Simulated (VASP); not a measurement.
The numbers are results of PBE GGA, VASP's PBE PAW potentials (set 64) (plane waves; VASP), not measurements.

VASP input:

### INCAR
```
! general
SYSTEM = MgF2
PREC   = Accurate
ENCUT  = 400
LREAL  = .FALSE.
LASPH  = .TRUE.

! electronic loop
EDIFF  = 1E-6
NELM   = 100
ALGO   = Normal

! smearing
ISMEAR = -1
SIGMA  = 0.02

! functional
GGA    = PE

! ions
ISIF   = 2

! output
LWAVE  = .FALSE.
LCHARG = .FALSE.
```

**KPOINTS**
```
Regular mesh
0
gamma
4 4 6
```

POSCAR:
```
MgF2
1
    4.7327280000     0.0000000000     0.0000000000
    0.0000000000     4.7327280000     0.0000000000
    0.0000000000     0.0000000000     3.1244200000
Mg F
2 4
Direct
  0.0000000000   0.0000000000   0.0000000000
  0.5000000000   0.5000000000   0.5000000000
  0.3030000000   0.3030000000   0.0000000000
  0.8030000000   0.1970000000   0.5000000000
  0.1970000000   0.8030000000   0.5000000000
  0.6970000000   0.6970000000   0.0000000000
```

POTCAR, in this order: Mg F (PBE.64 set). Program: vasp_std.

What VASP printed:

OSZICAR:
```
       N       E                     dE             d eps       ncg     rms          rms(c)
DAV:   1     0.175380275362E+03    0.17538E+03   -0.15682E+04  1000   0.120E+03
DAV:   2    -0.259075837416E+02   -0.20129E+03   -0.19253E+03  1328   0.302E+02
DAV:   3    -0.340424101805E+02   -0.81348E+01   -0.81148E+01  1116   0.647E+01
DAV:   4    -0.340906622157E+02   -0.48252E-01   -0.48240E-01  1088   0.570E+00
DAV:   5    -0.340909656895E+02   -0.30347E-03   -0.30346E-03  1088   0.450E-01    0.954E+00
DAV:   6    -0.315893041889E+02    0.25017E+01   -0.10245E+01  1088   0.236E+01    0.322E+00
DAV:   7    -0.315970525239E+02   -0.77483E-02   -0.14993E-01  1028   0.255E+00    0.200E+00
DAV:   8    -0.316177241294E+02   -0.20672E-01   -0.56982E-02  1076   0.267E+00    0.169E-01
DAV:   9    -0.316187604401E+02   -0.10363E-02   -0.38890E-03  1124   0.452E-01    0.788E-02
DAV:  10    -0.316189740925E+02   -0.21365E-03   -0.27875E-04  1040   0.139E-01    0.116E-02
DAV:  11    -0.316189760013E+02   -0.19089E-05   -0.23596E-05  1108   0.386E-02    0.777E-03
DAV:  12    -0.316189757940E+02    0.20732E-06   -0.93609E-06  1088   0.241E-02
   1 F= -.31618976E+02 E0= -.31618976E+02  d E =-.495933E-12
```

File OUTCAR:
```
------------------------ aborting loop because EDIFF is reached ----------------------------------------
  FORCE on cell =-STRESS in cart. coord.  units (eV):
  Direction    XX          YY          ZZ          XY          YZ          ZX
  --------------------------------------------------------------------------------------
  Total       -5.6545171     -5.6545171     -5.9013945     -0.0000000      0.0000000      0.0000000
  in kB     -129.4534431   -129.4534431   -135.1054082     -0.0000000      0.0000000      0.0000000
  external PRESSURE =    -131.3374315 kB  Pullay stress =       0.0000000 kB
  volume of cell :       69.98
      direct lattice vectors                 reciprocal lattice vectors
     4.732728000  0.000000000  0.000000000     0.211294628  0.000000000  0.000000000
     0.000000000  4.732728000  0.000000000     0.000000000  0.211294628  0.000000000
     0.000000000  0.000000000  3.124420000     0.000000000  0.000000000  0.320059403
 POSITION                                       TOTAL-FORCE (eV/Angst)
 -----------------------------------------------------------------------------------
      0.00000      0.00000      0.00000        -0.000000      0.000000      0.000000
      2.36636      2.36636      1.56221        -0.000000      0.000000      0.000000
      1.43402      1.43402      0.00000         0.043380      0.043380     -0.000000
      3.80038      0.93235      1.56221         0.043380     -0.043380      0.000000
      0.93235      3.80038      1.56221        -0.043380      0.043380     -0.000000
      3.29871      3.29871      0.00000        -0.043380     -0.043380      0.000000
 -----------------------------------------------------------------------------------
    total drift:                                0.000000      0.000000      0.000000
  FREE ENERGIE OF THE ION-ELECTRON SYSTEM (eV)
  ---------------------------------------------------
  free  energy   TOTEN  =       -31.6189757940 eV

  energy  without entropy=      -31.6189757940  energy(sigma->0) =      -31.61897579
```
(Selected blocks of OUTCAR.)

At this cut-off the stress carries a Pulay error, which pulls relaxed volumes low.

The structure is a typed MgF2 crystal (P4_2/mnm). The cell was not relaxed at this level.
